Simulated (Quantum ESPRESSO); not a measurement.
# GaN/Ga(1-x)Al(x)N (110) interfaces, on the lattice of GaN: a series in the share x of Al, part 4 of 9

What law, if any, do the results for GaN/Ga(1-x)Al(x)N (110) interfaces, on the lattice of GaN follow against the share x of Al?

Quantum ESPRESSO 7.5; plane-wave DFT, LDA, GBRV ultrasoft pseudopotentials.

So far. Step 2 (Variable-cell relaxation of the reference):  The last row is no step: it is a fresh SCF in the final cell with a new plane-wave basis, +2 meV from the row before. Step 5 (Variable-cell relaxation, 0.25):  The last row is no step: it is a fresh SCF in the final cell with a new plane-wave basis, +3 meV from the row before.

## Step 6: Self-consistent run, 0.25

m0.bulk.in

```
&control
  prefix = 'm0.bulk'
  outdir = './out'
  pseudo_dir = './pseudo'
  calculation = 'scf'
  tprnfor = .true.
/
&system
  ibrav = 0
  nat = 8
  ntyp = 3
  ecutwfc = 40
  ecutrho = 200
  occupations = 'smearing'
  smearing = 'fd'
  degauss = 0.002
  nbnd = 44
/
&electrons
  conv_thr = 1e-09
  mixing_beta = 0.4
  electron_maxstep = 120
/
ATOMIC_SPECIES
  Al  26.9815  al_lda_v1.uspp.F.UPF
  N   14.0070  n_lda_v1.2.uspp.F.UPF
  Ga  69.7230  ga_lda_v1.4.uspp.F.UPF
CELL_PARAMETERS angstrom
  4.45829023100000 0.00000000000000 0.00000000000000
  0.00000000000000 3.15256856000000 0.00000000000000
  0.00000000000000 0.00000000000000 6.24806705600000
ATOMIC_POSITIONS crystal
  Al  0.001227506200 0.000000000000 0.000000000000
  N   0.237003039000 0.500000000000 0.000000000000
  Ga  0.500710715000 0.500000000000 0.247483707800
  N   0.754242371200 0.000000000000 0.244402655200
  Ga  0.000081460700 0.000000000000 0.500000000000
  N   0.251781821600 0.500000000000 0.500000000000
  Ga  0.500710715000 0.500000000000 0.752516292200
  N   0.754242371200 0.000000000000 0.755597344800
K_POINTS automatic
  6 8 4 0 0 0
```

Launch:

```sh
> OMP_NUM_THREADS=1 mpirun -n 4 pw.x -nk 4 -in m0.bulk.in > m0.bulk.out
```

The program printed:

```text
[banner, memory and clock lines left out]
Program PWSCF v.7.5 starts
[citation notice left out]

[...]
Message from routine setup:
[...]
bravais-lattice index     =            0
     lattice parameter (alat)  =       8.4249  a.u.
     unit-cell volume          =     592.6184 (a.u.)^3
     number of atoms/cell      =            8
     number of atomic types    =            3
     number of electrons       =        80.00
     number of Kohn-Sham states=           44
     kinetic-energy cutoff     =      40.0000  Ry
     charge density cutoff     =     200.0000  Ry
     scf convergence threshold =      1.0E-09
     mixing beta               =       0.4000
     number of iterations used =            8  plain     mixing
     Exchange-correlation=  SLA  PZ   NOGX NOGC
                           (   1   1   0   0   0   0   0)

[...]
PseudoPot. # 1 for Al read from file:
     ./pseudo/al_lda_v1.uspp.F.UPF
     Pseudo is Ultrasoft + core correction, Zval =  3.0
     Generated by new atomic code, or converted to UPF format
     Using radial grid of  893 points,  3 beta functions with:
                l(1) =   0
                l(2) =   1
                l(3) =   2
     Q(r) pseudized with  8 coefficients,  rinner =    0.900   0.900   0.900
                                                       0.900   0.900

     PseudoPot. # 2 for N  read from file:
     ./pseudo/n_lda_v1.2.uspp.F.UPF
     Pseudo is Ultrasoft + core correction, Zval =  5.0
     Generated by new atomic code, or converted to UPF format
     Using radial grid of  729 points,  4 beta functions with:
                l(1) =   0
                l(2) =   0
                l(3) =   1
                l(4) =   1
     Q(r) pseudized with  8 coefficients,  rinner =    0.900   0.900   0.900

     PseudoPot. # 3 for Ga read from file:
     ./pseudo/ga_lda_v1.4.uspp.F.UPF
     Pseudo is Ultrasoft + core correction, Zval = 19.0
     Generated by new atomic code, or converted to UPF format
     Using radial grid of  871 points,  6 beta functions with:
                l(1) =   0
                l(2) =   0
                l(3) =   1
                l(4) =   1
                l(5) =   2
                l(6) =   2
     Q(r) pseudized with  8 coefficients,  rinner =    1.250   1.250   1.250
                                                       1.250   1.250

     atomic species   valence    mass     pseudopotential
     Al                3.00    26.98150     Al( 1.00)
     N                 5.00    14.00700     N ( 1.00)
     Ga               19.00    69.72300     Ga( 1.00)

      4 Sym. Ops. (no inversion) found

[...]
number of k points=    60  Fermi-Dirac smearing, width (Ry)=  0.0020
[...]
Dense  grid:    28323 G-vectors     FFT dimensions: (  40,  27,  54)

     Smooth grid:    20245 G-vectors     FFT dimensions: (  36,  24,  48)

     Check: negative core charge=   -0.000001

     Initial potential from superposition of free atoms

     starting charge      76.9978, renormalised to      80.0000
     Starting wfcs are   56 randomized atomic wfcs

     per-process dynamical memory:    56.6 Mb

     Self-consistent Calculation

     iteration #  1     ecut=    40.00 Ry     beta= 0.40
     Davidson diagonalization with overlap
     ethr =  1.00E-02,  avg # of iterations =  2.1

     total energy              =   -1328.29206576 Ry
     estimated scf accuracy    <      13.07068712 Ry

     iteration #  2     ecut=    40.00 Ry     beta= 0.40
[...]
total energy              =   -1332.58598961 Ry
     estimated scf accuracy    <       0.93415980 Ry

     iteration #  3     ecut=    40.00 Ry     beta= 0.40
[...]
total energy              =   -1332.64514688 Ry
     estimated scf accuracy    <       0.08658674 Ry

     iteration #  4     ecut=    40.00 Ry     beta= 0.40
[...]
total energy              =   -1332.65832976 Ry
     estimated scf accuracy    <       0.00910601 Ry

     iteration #  5     ecut=    40.00 Ry     beta= 0.40
[...]
total energy              =   -1332.65873582 Ry
     estimated scf accuracy    <       0.00307368 Ry

     iteration #  6     ecut=    40.00 Ry     beta= 0.40
[...]
total energy              =   -1332.65865120 Ry
     estimated scf accuracy    <       0.00064142 Ry

[...]
iteration #  9     ecut=    40.00 Ry     beta= 0.40
[...]
total energy              =   -1332.65886685 Ry
     estimated scf accuracy    <       0.00000103 Ry

     iteration # 10     ecut=    40.00 Ry     beta= 0.40
[...]
total energy              =   -1332.65886709 Ry
     estimated scf accuracy    <       0.00000002 Ry

     iteration # 11     ecut=    40.00 Ry     beta= 0.40
[...]
total energy              =   -1332.65886709 Ry
     estimated scf accuracy    <       0.00000005 Ry

     iteration # 12     ecut=    40.00 Ry     beta= 0.40
[...]
End of self-consistent calculation

          k = 0.0000 0.0000 0.0000 (  2509 PWs)   bands (ev):

   -82.2738 -82.2724 -82.2702 -82.2702 -82.2650 -82.2647 -82.2619 -82.2617
   -82.2602  -5.8797  -4.9072  -4.7262  -4.4543  -3.4357  -3.4340  -3.4187
    -3.3342  -3.3090  -3.2808  -3.2138  -3.1583  -3.1538  -3.1467  -3.1401
    -3.0772  -2.2754  -2.2453  -1.5048   3.7913   4.4583   4.9917   6.6262
     6.6872   7.2475   7.3950   8.8002   8.9793   9.7955   9.8905   9.9225
    12.2932  13.2259  16.5127  16.7156

          k = 0.0000 0.0000 0.1784 (  2524 PWs)   bands (ev):

   -82.2737 -82.2728 -82.2704 -82.2703 -82.2650 -82.2647 -82.2620 -82.2619
   -82.2603  -5.7495  -5.0538  -4.7168  -4.4510  -3.4316  -3.4254  -3.4026
    -3.3238  -3.3142  -3.2902  -3.2063  -3.1873  -3.1584  -3.1415  -3.1352
    -3.0874  -2.8742  -1.6916  -1.4024   3.8795   4.3086   5.6648   5.8825
     6.6952   7.3858   7.7936   8.3147   8.9750   9.3357   9.5788   9.8787
    13.0696  13.8132  15.5572  16.1260

[...]
the Fermi energy is    11.2915 ev

!    total energy              =   -1332.65886710 Ry
     estimated scf accuracy    <          2.3E-10 Ry
     smearing contrib. (-TS)   =       0.00000000 Ry
     internal energy E=F+TS    =   -1332.65886710 Ry

     The total energy is F=E-TS. E is the sum of the following terms:
     one-electron contribution =   -1115.05181687 Ry
     hartree contribution      =     599.20909202 Ry
     xc contribution           =    -169.49705812 Ry
     ewald contribution        =    -647.31908413 Ry

     convergence has been achieved in  12 iterations

     Forces acting on atoms (cartesian axes, Ry/au):

     atom    1 type  1   force =     0.00003842    0.00000000    0.00000000
     atom    2 type  2   force =     0.00038169    0.00000000    0.00000000
     atom    3 type  3   force =     0.00004102    0.00000000   -0.00026940
     atom    4 type  2   force =    -0.00047102    0.00000000    0.00001289
     atom    5 type  3   force =     0.00027030    0.00000000    0.00000000
     atom    6 type  2   force =     0.00016960    0.00000000    0.00000000
     atom    7 type  3   force =     0.00004102    0.00000000    0.00026940
     atom    8 type  2   force =    -0.00047102    0.00000000   -0.00001289

     Total force =     0.000917     Total SCF correction =     0.000107
     SCF correction compared to forces is large: reduce conv_thr to get better values

[...]
```

Elapsed: 39 s, on 4 MPI ranks of Arm Neoverse V1, shared host; peak memory 0.43 GiB; 2.6 min of CPU time.

Read from the output:

```
free energy                          : -18131.7476 eV
Fermi energy                         : 11.29 eV
valence top, on the run's zero       : 9.923 eV
conduction bottom, on the run's zero : 12.29 eV
gap by band count                    : 2.371 eV
```

## Step 7: Electrostatic potential, 0.25

m0.bulk.pot.in

```
&inputpp
  prefix = 'm0.bulk'
  outdir = './out'
  filplot = 'm0.bulk.pot.dat'
  plot_num = 11
/
```

Launch:

```sh
> OMP_NUM_THREADS=1 mpirun -n 4 pp.x -in m0.bulk.pot.in > m0.bulk.pot.out
```

The program printed:

```text
[banner, memory and clock lines left out]
Program POST-PROC v.7.5 starts

          URL

     ./out/m0.bulk.save/

     IMPORTANT: XC functional enforced from input :
     Exchange-correlation= PZ
                           (   1   1   0   0   0   0   0)
     Any further DFT definition will be discarded
     Please, verify this is what you really want

     Check: negative core charge=   -0.000001

     Calling punch_plot, plot_num =  11
     Writing data to file  m0.bulk.pot.dat
     Message from routine chdens:
     namelist plot not found or invalid, exiting
```

It took 0.85 s on 4 MPI ranks; peak memory 0.09 GiB; 3.1 s of CPU time.

Electrostatic potential energy of an electron; zero at the highest filled level of the SCF mesh. Table of potential energy, planar mean by z:

z (Å), potential energy, planar mean (eV) and a bar from the least value:
```
     0.00      -10.3 ##
     0.12       -9.7 ####
     0.35       -5.9 ###############
     0.46       -3.8 ######################
     0.69       -1.5 #############################
     0.81       -1.5 #############################
     1.04       -4.0 #####################
     1.16       -6.1 ###############
     1.27       -8.4 ########
     1.50      -11.0 
     1.62      -10.7 #
     1.85       -7.2 ###########
     1.97       -5.0 ##################
     2.20       -1.7 ############################
     2.31       -1.1 ##############################
     2.43       -1.4 #############################
     2.66       -4.4 ####################
     2.78       -6.6 #############
     3.01      -10.4 ##
     3.12      -11.0 
     3.36       -8.8 #######
     3.47       -6.6 #############
     3.70       -2.6 ##########################
     3.82       -1.4 #############################
     3.93       -1.1 ##############################
     4.17       -3.1 ########################
     4.28       -5.0 ##################
     4.51       -9.3 #####
     4.63      -10.7 #
     4.86      -10.1 ###
     4.98       -8.4 ########
     5.09       -6.1 ###############
     5.32       -2.4 ##########################
     5.44       -1.5 #############################
     5.67       -2.3 ##########################
     5.79       -3.8 ######################
     6.02       -8.1 #########
     6.13       -9.7 ####
```

[end of part 4 of 9]

[Logs are printed without paths, hosts, clocks, repeated set-up lines and the standing remarks that a program may print on its own settings, such as how far it seeks lower states.]

[Hosts, paths, dates, database ids (printed as entryN), source tags and the programs' standing remarks are cut or masked in the printed files.]

[Maps of the electrostatic potential energy from Ansatz leave out the sawtooth potential of an applied field or a dipole correction, so their vacuum need not be flat; planar profiles and work functions include it.]
